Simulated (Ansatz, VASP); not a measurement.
CuI: VASP beside Ansatz

File INCAR:

```
PREC     = Accurate       # precision mode
ENCUT    = 520            # plane-wave cutoff, eV
EDIFF    = 1E-6           # SCF threshold, eV
ISMEAR   = -1             # smearing method
SIGMA    = 0.02           # smearing width, eV
LREAL    = False          # projectors in reciprocal space
LASPH    = True           # aspherical terms in the spheres
NELM     = 100            # most SCF steps
ALGO     = Normal         # electronic algorithm
ISIF     = 2              # what is computed and relaxed
LWAVE    = False          # write WAVECAR
LCHARG   = True           # write CHGCAR
GGA      = PE             # functional
LELF     = True           # ELF
LVHAR    = True         
NBANDS   = 26             # bands
```

Contents of KPOINTS:

```
regular mesh
0
Gamma
  12 12 4
```

POSCAR

```
CuI
1.0
    4.0947521216      0.0000000000      0.0000000000
   -2.0473760608      3.5461593595      0.0000000000
    0.0000000000      0.0000000000      7.2099991693
Cu I
2 2
Direct
    0.6666666667      0.3333333333      0.5926423529
    0.3333333333      0.6666666667      0.4073576471
    0.3333333333      0.6666666667      0.7644991837
    0.6666666667      0.3333333333      0.2355008163
```

Input for Ansatz:

```yaml
crystal:
  lattice:
    - [4.0947521216, 0.0, 0.0]
    - [-2.0473760608, 3.5461593595, 0.0]
    - [0.0, 0.0, 7.2099991693]
  atoms:
    - { symbol: Cu, position: [0.6666666667, 0.3333333333, 0.5926423529] }
    - { symbol: Cu, position: [0.3333333333, 0.6666666667, 0.4073576471] }
    - { symbol: I, position: [0.3333333333, 0.6666666667, 0.7644991837] }
    - { symbol: I, position: [0.6666666667, 0.3333333333, 0.2355008163] }
kpoints:
  mp_grid: { grid: [12, 12, 4] }
  band_path:
    path:
      - [[0.0, 0.0, 0.0], [0.5, -3.897018588601e-17, 6.083856562736e-33], [0.3333333333333, 0.3333333333333, 1.159209389442e-32], [0.0, 0.0, 0.0], [-3.599986471895e-51, -5.082928329081e-50, 0.5], [0.5, -3.897018588601e-17, 0.5], [0.3333333333333, 0.3333333333333, 0.5], [-3.599986471895e-51, -5.082928329081e-50, 0.5]]
      - [[0.5, -3.897018588601e-17, 0.5], [0.5, -3.897018588601e-17, 6.083856562736e-33]]
      - [[0.3333333333333, 0.3333333333333, 0.5], [0.3333333333333, 0.3333333333333, 1.159209389442e-32]]
    npoints: 10
hamiltonian:
  xc: pbe
scf:
  occupations: { method: fermi_dirac, width: 0.02 }
  n_extra_bands: 5
output:
  forces: true
  stress: true
  eigenvalues: true
```

Measurements of this composition are mostly on another form, of space group No. 216.

Alike in both runs: task single point; functional PBE; k mesh 12 × 12 × 4; occupations fermi-dirac, width 0.02 eV; no spin polarisation.

|  | VASP | Ansatz |
| --- | --- | --- |
| version | VASP 6.6.1 | Ansatz 0.2.0 |
| potentials or method | VASP PAW PBE potentials, release 64 (Cu, I) | plane waves, PAW |
| plane-wave cutoff (eV) | 520 | 420 |
| valence electrons in the cell | 36 | 72 |

VASP gave:

- gap on the k mesh at the Fermi level (eV): 1.67
- pressure (GPa): 2.3
- largest component of the traceless stress (GPa): 0.22
- rms of the force components (eV/Å): 0.068

Task: Estimate Ansatz's values.

Result: gap on the k mesh at the Fermi level (eV): 1.66; pressure (GPa): 2.2; largest component of the traceless stress (GPa): 0.23; rms of the force components (eV/Å): 0.064.

Atom by atom the forces differ by 0.005 eV/Å (rms over components). The functional is the same, so the differences come from potentials, cutoffs and numerics. The two sets of potentials don't hold the same shells in valence.

Caveats: spin-orbit coupling is left out, which moves the levels of the heavy elements; this functional lacks dispersion, which binds the layers, so the pressure and a relaxed spacing across them are unreliable. A k mesh can miss the band edges. Expect the measured gap to be larger: semilocal functionals such as PBE lack the derivative discontinuity.
